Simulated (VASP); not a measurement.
Runs of VASP 6.6.1 on KF. All rows change the cell; the cell of one of them follows. Symmetry: R-3m, No. 166, trigonal system. The conventional cell has a = 4.496 Å, b = 4.496 Å, c = 5.650 Å, α = 90.00°, β = 90.00°, γ = 120.00°. K (site symmetry -3m) is surrounded by 8 F at 2.76 to 2.83 Å. F (site symmetry -3m) has 8 K at 2.76 to 2.83 Å as nearest neighbours. The cell was built by a generator and needn't be a form met in nature.

| level | cell | smearing | gap on the mesh (eV) | pressure (GPa) |
| --- | --- | --- | --- | --- |
| r2SCAN | shear_111 strain +2.6% | gaussian 0.01 eV | 7.52 | -1.0 |
| PBE | uniaxial_z strain -2.0% | fermi-dirac 0.02 eV | (b) | (c) |
| PBE | biaxial_xy strain +2.9% | fermi-dirac 0.02 eV | 6.31 | 0.6 |
| PBE | shear_111 strain +2.6% | fermi-dirac 0.02 eV | (a) | 1.9 |

Alike in all rows: task single point; potentials or basis VASP PAW PBE potentials, release 64 (K_sv, F); no spin polarisation; k mesh 8 × 8 × 8; cutoff (eV) 520.

Q: Estimate the missing entries.

A: (a) 6.60; (b) 6.90; (c) 4.0.

Caveats: the PAW data sets were made with another functional, which shifts forces and pressure a little (some runs).

A k mesh can miss the band edges.
